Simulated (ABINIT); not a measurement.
Runs of ABINIT 10.8.3 (patched build) on AlN. It takes space group Fm-3m (No. 225, cubic). Conventional cell: a = 4.069 Å, b = 4.069 Å, c = 4.069 Å, α = 90.00°, β = 90.00°, γ = 90.00°. Around Al (site symmetry m-3m) lie 6 N at 2.03 Å. N (site symmetry m-3m) is surrounded by 6 Al at 2.03 Å. Measurements of this composition are mostly on another form, of space group No. 186.

```csv
task,level,potentials or basis,gap on the mesh (eV),pressure (GPa),V0 of scaled cells (Å³/atom),B0 (GPa)
equation of state,LDA,JTH PAW LDA v2.0,-,-,8.05,277
single point,PBE,JTH PAW PBE v2.0,4.54,0.3,-,-
band structure,LDA,JTH PAW LDA v2.0,4.37,(b),-,-
band structure,PBEsol,JTH PAW PBE v2.0,4.48,(c),-,-
equation of state,PBEsol,JTH PAW PBE v2.0,-,-,(a),263
```

Alike in all rows: no spin polarisation; cell as given; k mesh 11 × 11 × 11; cutoff (eV) 707; smearing fermi-dirac 0.05 eV.

Fill in the values left out.

(a) 8.31; (b) -11.5; (c) -3.4.

Caveats: pressures at fixed basis lie under the slope of the energies (some runs); the mesh misses the band edges, which the band path finds closer together (some runs); the PAW data sets were made with another functional, which shifts forces and pressure a little (some runs); an odd mesh through Γ misses points on the zone boundary, where band edges often lie (some runs).
